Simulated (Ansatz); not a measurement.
From the elastic tensor of Ni3Ge to moduli and sound speeds

Level of theory: Ansatz, DFT LDA, scalar-relativistic, plane waves, PAW. Cutoff 420 eV, 12×12×12 k-points (Γ-centred), Fermi-Dirac smearing of 0.15 eV. No spin polarisation.

Symmetry: Pm-3m, No. 221, cubic system. The conventional cell has a = 3.491 Å, b = 3.491 Å, c = 3.491 Å, α = 90.00°, β = 90.00°, γ = 90.00°. Ni (site symmetry 4/mmm) has 8 Ni at 2.47 Å and 4 Ge at 2.47 Å as nearest neighbours. Ge (site symmetry m-3m) has 12 Ni at 2.47 Å as nearest neighbours.

In a metal, frequencies and elastic constants depend on the k mesh and the smearing, soft modes and shear constants most. Spin polarisation was left out, and a magnetic state may lie lower.

Relaxed-ion constants (GPa, on the Cartesian axes of the calculation):
```
342.6 183.0 183.0   0.0   0.0   0.0
183.0 342.6 183.0   0.0   0.0   0.0
183.0 183.0 342.6   0.0   0.0   0.0
  0.0   0.0   0.0 125.3   0.0   0.0
  0.0   0.0   0.0   0.0 125.3   0.0
  0.0   0.0   0.0   0.0   0.0 125.3
```

Density 9.711 g/cm³; 4 atoms in 42.53 Å³.

The values that follow are for a polycrystal of randomly turned grains, by Hill's mean where one number stands.

```
Bulk modulus, Voigt / Reuss / Hill          : 236.2 / 236.2 / 236.2 GPa
Shear modulus, Voigt / Reuss / Hill         : 107.1 / 102.0 / 104.6 GPa
Young's modulus                             : 273 GPa
Poisson ratio                               : 0.307
Pugh ratio B/G                              : 2.26 (over 1.75, the rule of thumb for ductile)
Universal anisotropy index                  : 0.25
Longitudinal and transverse sound speeds    : 6219 and 3281 m/s
Debye temperature from the mean sound speed : 497 K
```

Whether Ni3Ge exists in this form wasn't checked.

Cost: 1 run of about 1.8 core-minutes, on Arm Neoverse V2 (shared hosts).

The cubic constants meet the Born criteria, so the nonmagnetic cell resists any small homogeneous strain. Its resistance to shape change is much weaker than its resistance to compression, and C12 well above C44 suggests largely non-directional metallic bonding, with Ni d states probably adding some Ni–Ge covalency. C44 also exceeds (C11 − C12)/2, making ⟨111⟩ the stiffest direction and ⟨100⟩ the softest. This is the usual pattern of close-packed fcc-derived metals, where nearest-neighbour forces along ⟨110⟩ oppose the C44 shear more strongly than the tetragonal one.

The lattice parameter of 3.491 Å is shorter than that known for Ni3Ge in the ordered Cu3Au-type structure, and the elastic constants are probably too high as well. Both fit the overbinding typical of LDA, since a compressed lattice is stiffer. The Pugh ratio of 2.26 does not establish ductility in a real polycrystal: L1₂ nickel compounds can fail along weak grain boundaries, which bulk elastic constants do not describe.
